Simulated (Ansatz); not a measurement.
# Ga2O3: the cost of one run

Program: Ansatz 0.2.0. Level of theory: DFT r2SCAN, scalar-relativistic, plane waves, PAW. These are calculated values, not measurements.

2 further runs of the same task are left out: 2 set aside as unsound or not needed.

## Step 1: The system as given

Symmetry: C2/m, No. 12, monoclinic system. Conventional cell: a = 12.256 Å, b = 3.039 Å, c = 5.808 Å, α = 90.00°, β = 103.81°, γ = 90.00°. Ga (site symmetry m) has 4 O at 1.83 to 1.87 Å as nearest neighbours. Around Ga (site symmetry m) lie 6 O at 1.94 to 2.08 Å. O (site symmetry m) is surrounded by 3 Ga at 1.83 to 1.94 Å. O (site symmetry m) has 4 Ga at 1.87 to 2.08 Å as nearest neighbours. O (site symmetry m) has 3 Ga at 1.84 to 1.94 Å as nearest neighbours.

Coordinates:

```xyz
10
Lattice="6.1278 -1.5195 0.0025 6.1278 1.5195 0.0025 -1.3884 0.0000 5.6400" Properties=species:S:1:pos:R:3 pbc="T T T"
Ga    0.0059    0.0000    4.4830
Ga   10.8614    0.0000    1.1620
Ga    7.6365    0.0000    1.7770
Ga    3.2308    0.0000    3.8681
O     1.8610    0.0000    0.6165
O     9.0063    0.0000    5.0286
O     1.3420    0.0000    3.1791
O     9.5253    0.0000    2.4659
O     5.7266    0.0000    1.4477
O     5.1407    0.0000    4.1974
```

This cell was relaxed beforehand with the same method: volume 10.50 Å³/atom, gap on the mesh 3.03 eV.

## Step 2: The cell scaled to 0.97 of its volume

input.yaml reads:

```yaml
crystal:
  lattice:
    - [6.0659399733, -1.5041807312, 0.0025063914]
    - [6.0659399733, 1.5041807312, 0.0025063914]
    - [-1.3743596596, 0.0, 5.5830040058]
  atoms:
    - { symbol: Ga, position: [0.090520973, 0.090520973, 0.7947888374] }
    - { symbol: Ga, position: [0.909479027, 0.909479027, 0.2052111626] }
    - { symbol: Ga, position: [0.6587278755, 0.6587278755, 0.3144766572] }
    - { symbol: Ga, position: [0.3412721245, 0.3412721245, 0.6855233428] }
    - { symbol: O, position: [0.1642143312, 0.1642143312, 0.1091577322] }
    - { symbol: O, position: [0.8357856688, 0.8357856688, 0.8908422678] }
    - { symbol: O, position: [0.1733419984, 0.1733419984, 0.5635248267] }
    - { symbol: O, position: [0.8266580016, 0.8266580016, 0.4364751733] }
    - { symbol: O, position: [0.4962851435, 0.4962851435, 0.2562373616] }
    - { symbol: O, position: [0.5037148565, 0.5037148565, 0.7437626384] }
basis:
  ecutwfc: 500
kpoints:
  mp_grid: { grid: [8, 8, 4] }
hamiltonian:
  xc: r2scan
scf:
  occupations: { method: gaussian, width: 0.02 }
output:
  forces: true
  stress: true
  eigenvalues: true
relax:
  adjacent_minimum: "off"
  f_tol: 0.01
  max_steps: 30
  cell: { stress_tol: 0.1, fix: [volume] }
```

Run with:

```console
> ansatz run input.yaml --threads 2 --pin off --max-ram 5120MiB --backend cpu --events-out ev --progress --plain --runs-dir out
```

**Question.** How long does this run take on 2 threads of Arm Neoverse V1, shared host, and how much memory does it need?

About 3.6 min, with a peak of 0.84 GiB.
